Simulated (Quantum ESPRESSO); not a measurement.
The system is Fe.

```
CELL_PARAMETERS angstrom
-1.44300 1.44300 1.44300
1.44300 -1.44300 1.44300
1.44300 1.44300 -1.44300
ATOMIC_POSITIONS crystal
Fe 0.00000 0.00000 0.00000
```

Program: Quantum ESPRESSO 7.5. Alike in all runs: spin collinear, ferromagnetic start; cell as given; k mesh 13 × 13 × 13; smearing fermi-dirac 0.05 eV.

Problem. Order these runs on this cell by their pressure, lowest first.
A. level LDA; potentials or basis PseudoDojo 0.4.1 SR LDA standard; cutoff (eV) 1225; form of the LDA correlation PW92
B. level PBEsol; potentials or basis PseudoDojo 0.4.1 SR PBEsol standard; cutoff (eV) 1225
C. level PBE; potentials or basis PseudoDojo 0.4.1 SR PBE standard; cutoff (eV) 1225
D. level PBE; potentials or basis SSSP 1.3 efficiency PBE; cutoff (eV) 871

Solution. A (-24.5 GPa), B (-15.6 GPa), D (-11.4 GPa), C (-4.9 GPa).

Caveats: so large a pressure means that the cell lies far from this level's equilibrium, or that cutoff or potentials fall short (some runs).

Not every run made on this cell is shown here.
